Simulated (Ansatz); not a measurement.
Here is an unrelaxed guess for C.

```
CELL_PARAMETERS angstrom
2.05306 -3.66805 0.00000
2.05306 3.66805 0.00000
0.00000 0.00000 4.62194
ATOMIC_POSITIONS crystal
C 0.09088 0.28413 0.34873
C 0.28413 0.09088 0.65127
C 0.21587 0.40912 0.65127
C 0.40912 0.21587 0.34873
C 0.90912 0.71587 0.65127
C 0.71587 0.90912 0.34873
C 0.78413 0.59088 0.34873
C 0.59088 0.78413 0.65127
C 0.06272 0.56272 0.15656
C 0.56272 0.06272 0.84344
C 0.93728 0.43728 0.84344
C 0.43728 0.93728 0.15656
```

These are results of DFT PBE, scalar-relativistic, plane waves, PAW (Ansatz), not measurements. Settings: cutoff 420 eV, Γ-centred mesh 6×6×4 on the computed 12-atom cell, Gaussian smearing of 0.10 eV; no spin polarisation.

Energies count from the standard state of C at the same level.

Task: Estimate its pressure, forces and energy as it stands.

Result: The pressure is 28.7 GPa (the mean over three directions, positive in compression), the largest force is 2.39 eV/Å, and the energy is +0.48 eV/atom against the standard state. The shortest distance is 1.49 Å.

Task: Is it a good guess?

Result: A fair one: relaxing gains about 0.07 eV/atom in 11 ionic steps and ends at +0.408 eV/atom on the finer mesh. The symmetry stays Cmme (No. 67). The volume per atom grows by 5.3 %, from 5.8 to 6.1 Å³. The shortest distance goes from 1.49 Å (C–C) to 1.53 Å (C–C). Conventional cell: a = 4.189 Å, b = 7.637 Å, c = 4.581 Å. Around C on a site of symmetry 1 lie 4 C at 1.53–1.58 Å; C on a site of symmetry m has 4 C at 1.53–1.55 Å.

The last run used a 6×6×6 mesh for its 12-atom cell and Gaussian smearing of 0.02 eV. The reference form of C is held partly by dispersion forces, which this level lacks. The relaxation can't lower the symmetry of the start, and the grade says only how near the guess is to its own end. A later test with randomly moved atoms came back to the same energy, though modes that don't fit the test's cell weren't probed. Another cell of C relaxed alike, in Fmmm, lies 0.41 eV/atom lower, so this cell isn't the stable form at this level.
